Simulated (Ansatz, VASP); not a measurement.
**One calculation of SiNi3, two programs**

File INCAR:

```
  ALGO = Normal
  EDIFF = 1E-6
  ENCUT = 520
  GGA = PE
  ISIF = 2
  ISMEAR = -1
  ISPIN = 2
  LASPH = T
  LCHARG = T
  LELF = T
  LMAXMIX = 4
  LORBIT = 11
  LREAL = F
  LVHAR = T
  LWAVE = F
  MAGMOM = 1 1 1 0
  NBANDS = 29
  NELM = 150
  PREC = Accurate
  SIGMA = 0.05
```

The input KPOINTS:

```
k-points
0
Gamma
  4 4 4
```

POSCAR

```
SiNi3
1.0
    3.5420000000      0.0000000000      0.0000000000
    0.0000000000      3.5420000000      0.0000000000
    0.0000000000      0.0000000000      3.5420000000
Ni Si
3 1
Direct
    0.5000000000      0.5000000000      0.0000000000
    0.5000000000      0.0000000000      0.5000000000
    0.0000000000      0.5000000000      0.5000000000
    0.0000000000      0.0000000000      0.0000000000
```

Contents of input.yaml:

```yaml
crystal:
  lattice:
    - [3.542, 0.0, 0.0]
    - [0.0, 3.542, 0.0]
    - [0.0, 0.0, 3.542]
  atoms:
    - { symbol: Ni, position: [0.5, 0.5, 0.0], spin: 1.0 }
    - { symbol: Ni, position: [0.5, 0.0, 0.5], spin: 1.0 }
    - { symbol: Ni, position: [0.0, 0.5, 0.5], spin: 1.0 }
    - { symbol: Si, position: [0.0, 0.0, 0.0] }
hamiltonian:
  xc: pbe
  pseudopotentials: { kind: paw }
magnetization:
  spin_polarized: true
kpoints:
  mp_grid: { grid: [4, 4, 4] }
  band_path:
    path:
      - [[0.0, 0.0, 0.0], [0.0, 0.5, 0.0], [0.5, 0.5, 0.0], [0.0, 0.0, 0.0], [0.5, 0.5, 0.5], [0.0, 0.5, 0.0]]
      - [[0.5, 0.5, 0.0], [0.5, 0.5, 0.5]]
    npoints: 14
scf:
  occupations: { method: fermi_dirac, width: 0.05 }
  n_extra_bands: 10
output:
  forces: true
  stress: true
  eigenvalues: true
  fatbands: false
```

Alike in both runs: functional PBE; k mesh 4 × 4 × 4; occupations fermi-dirac, width 0.05 eV; collinear spin.

```csv
,VASP,Ansatz
version,VASP 6.6.1,Ansatz 0.2.0
potentials or method,"VASP PAW PBE potentials, release 64 (Ni, Si)",Ansatz PAW
plane-wave cutoff (eV),520,420
valence electrons in the cell,34,58
task,single point,band structure
```

|  | VASP | Ansatz | Ansatz less VASP |
| --- | --- | --- | --- |
| gap on the k mesh at the Fermi level (eV) | none | none | - |
| pressure (GPa) | -5.9 | -5.9 | -0.05 |
| net moment per atom (μB) | 0.00 | 0.00 | 0.000 |

A gap of «none» marks a metal or a gap that the smearing closes. The two sets of potentials don't hold the same shells in valence.

Caveats: the k mesh is coarse (spacing up to 0.44 Å⁻¹), so the values aren't converged; the starting moments weren't kept (Ansatz).
